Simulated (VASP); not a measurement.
Input of a VASP 6.6.1 run:

File POSCAR:

```
SiC
1.0
    0.0000000000      2.1790000000      2.1790000000
    2.1790000000      0.0000000000      2.1790000000
    2.1790000000      2.1790000000      0.0000000000
Si C
1 1
Direct
    0.0000000000      0.0000000000      0.0000000000
    0.7500000000      0.7500000000      0.7500000000
```

INCAR.step1

```
ALGO = Normal
EDIFF = 1E-7
ENCUT = 400
GGA = PE
ISIF = 2
ISMEAR = -1
LASPH = True
LCHARG = True
LREAL = False
LWAVE = False
NBANDS = 11
NELM = 80
PREC = Accurate
SIGMA = 0.05
```

The input KPOINTS.step1:

```
k-points
0
Gamma
  10 10 10
```

INCAR.step2

```
ALGO = Normal
EDIFF = 1E-7
ENCUT = 400
GGA = PE
ICHARG = 11
ISIF = 2
ISMEAR = 0
LASPH = True
LCHARG = False
LREAL = False
LWAVE = False
NBANDS = 11
NELM = 80
PREC = Accurate
SIGMA = 0.05
```

KPOINTS.step2

```
path GXWKGLUWLK,UX
15
line-mode
reciprocal
 0.0000000000  0.0000000000  0.0000000000  G
 0.5000000000  0.0000000000  0.5000000000  X

 0.5000000000  0.0000000000  0.5000000000  X
 0.5000000000  0.2500000000  0.7500000000  W

 0.5000000000  0.2500000000  0.7500000000  W
 0.3750000000  0.3750000000  0.7500000000  K

 0.3750000000  0.3750000000  0.7500000000  K
 0.0000000000  0.0000000000  0.0000000000  G

 0.0000000000  0.0000000000  0.0000000000  G
 0.5000000000  0.5000000000  0.5000000000  L

 0.5000000000  0.5000000000  0.5000000000  L
 0.6250000000  0.2500000000  0.6250000000  U

 0.6250000000  0.2500000000  0.6250000000  U
 0.5000000000  0.2500000000  0.7500000000  W

 0.5000000000  0.2500000000  0.7500000000  W
 0.5000000000  0.5000000000  0.5000000000  L

 0.5000000000  0.5000000000  0.5000000000  L
 0.3750000000  0.3750000000  0.7500000000  K

 0.6250000000  0.2500000000  0.6250000000  U
 0.5000000000  0.0000000000  0.5000000000  X
```

Potentials or basis: VASP PAW PBE potentials, release 64 (Si, C_s).

Launch:

```sh
$ cat potpaw_PBE.64/Si/POTCAR potpaw_PBE.64/C_s/POTCAR > POTCAR
$ cp INCAR.step1 INCAR
$ cp KPOINTS.step1 KPOINTS
$ mpirun -np 1 vasp_std > vasp.out
$ cp INCAR.step2 INCAR
$ cp KPOINTS.step2 KPOINTS
$ mpirun -np 1 vasp_std > vasp.out
```

(1) Predict the band gap along the path.

(2) Estimate the band gap on the k mesh.

## Answers

(1) 1.36 eV, indirect (least direct gap 4.55 eV).

(2) 1.36 eV, indirect (least direct gap 4.55 eV).

Caveat: the log is that of the step along the path at fixed density, whose energy, stress, charges and moments have no meaning.

**What was measured.**

From “Insight into the structural, elastic and electronic properties of a new orthorhombic 6O-SiC polytype”, 2020, pmc:7200658, for a bulk crystal of SiC: band gap 2.4 eV (indirect).

A measured gap of SiC is 2.4 eV (indirect; quoted in “Insight into the structural, elastic and electronic properties of a new orthorhombic 6O-SiC polytype”, 2020, pmc:7200658); the calculated 1.36 eV misses it by -1.04 eV. The value is that of PBE, without temperature or zero-point motion. Semilocal functionals fall short of measured gaps as a rule.
